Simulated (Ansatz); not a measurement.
Calculated quadrupolar parameters for Hf3N4 at a changed volume

The cell is a structure deposited in the COD, relaxed with PBE at fixed cell and then changed (volume scaled by 1.02, ions relaxed).

```cif
data_Hf3N4
_symmetry_space_group_name_H-M 'I-43d'
_symmetry_Int_Tables_number 220
_cell_length_a 6.7454
_cell_length_b 6.7454
_cell_length_c 6.7454
_cell_angle_alpha 90.000
_cell_angle_beta 90.000
_cell_angle_gamma 90.000
loop_
_atom_site_label
_atom_site_type_symbol
_atom_site_symmetry_multiplicity
_atom_site_Wyckoff_symbol
_atom_site_fract_x
_atom_site_fract_y
_atom_site_fract_z
Hf Hf 12 a 0.3750 0.0000 0.2500
N N 16 c 0.0660 0.0660 0.0660
```

One atom of each set is listed; the run and its k-mesh use a cell of 14 atoms with edges of 5.84, 5.84, 5.84 Å.

The numbers come from a DFT calculation in Ansatz (PBE, plane waves and PAW, scalar-relativistic, 420 eV cutoff, Γ-centred 6×6×6 k-points, Fermi–Dirac smearing 0.02 eV).

Conventions: |V_zz| ≥ |V_yy| ≥ |V_xx|, η = (V_xx − V_yy)/V_zz, C_Q = eQV_zz/h.

¹⁷⁷Hf: I = 7/2, Q = 3365 mb; ¹⁴N: I = 1, Q = 20.44 mb. Nuclear quadrupole moments: year-2017 set (Pyykkö).

Q: Which values are expected at the nuclei?

A: 

```tsv
site	atoms	first shell	V_zz (10²¹ V/m²)	η	C_Q (MHz)
Hf	6	8 N at 2.21–2.47 Å	28.8	0.00	2343
N	8	6 Hf at 2.21–2.47 Å	0.88	0.00	0.434
```

An axis of threefold or higher order runs through Hf and N, so V_zz lies along it and η is zero.

Without spin–orbit coupling the gradients at and beside Hf can be off by some per cent, at some sites by more.
